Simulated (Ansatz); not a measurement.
**Zone-centre phonons of MoP at 1 GPa: input and output**

Method: DFT PBEsol, scalar-relativistic, plane waves, PAW (Ansatz).

Launched with:
```bash
ansatz run input.yaml --threads 1 --pin off --max-ram 3072MiB --backend cpu --events-out ev --progress --plain --runs-dir out
```

Input (bare energies are in eV):
```yaml
crystal:
  lattice:
    - [3.2038758338, 0.0, 0.0]
    - [-1.6019379169, 2.7746378626, 0.0]
    - [0.0, 0.0, 3.1690600134]
  atoms:
    - { symbol: Mo, position: [0.0, 0.0, 0.0] }
    - { symbol: P, position: [0.3333333333, 0.6666666667, 0.5] }
basis:
  ecutwfc: 420
kpoints:
  mp_grid: { grid: [18, 18, 14] }
hamiltonian:
  xc: pbesol
scf:
  occupations: { method: fermi_dirac, width: 0.15 }
output:
  eigenvalues: true
phonons:
  method: dfpt
  eigenvectors: true
```

Results section of the output:
```
--- Phonons (Γ-DFPT): 4 representative perturbations + reference, on 728 of 4536 k-points (Σ response iterations 12) ---
  k mesh reduced under 4 symmetry operations, with k and −k counted as one. Each operation leaves every solved displacement unchanged or reverses it
  ASR residual: 1.455e-3 → 0.000e0 eV/Å²; symmetrization residual: 4.158e-6 eV/Å²
  ASR residual per site (eV/Å²): 1.46e-3 3.23e-5
  Γ frequencies (cm⁻¹): 0.00 0.00 0.00 409.38 413.00 413.00
  non-analytic LO–TO correction: not included (Born effective charges unavailable; polar crystals: no LO–TO splitting at Γ)
```

Time: 2.5 min on 1 thread of Intel(R) Xeon(R) Processor @ 2.70GHz, with other jobs on the host, peak memory 1.1 GiB.

In a metal, frequencies and elastic constants depend on the k mesh and the smearing, soft modes and shear constants most.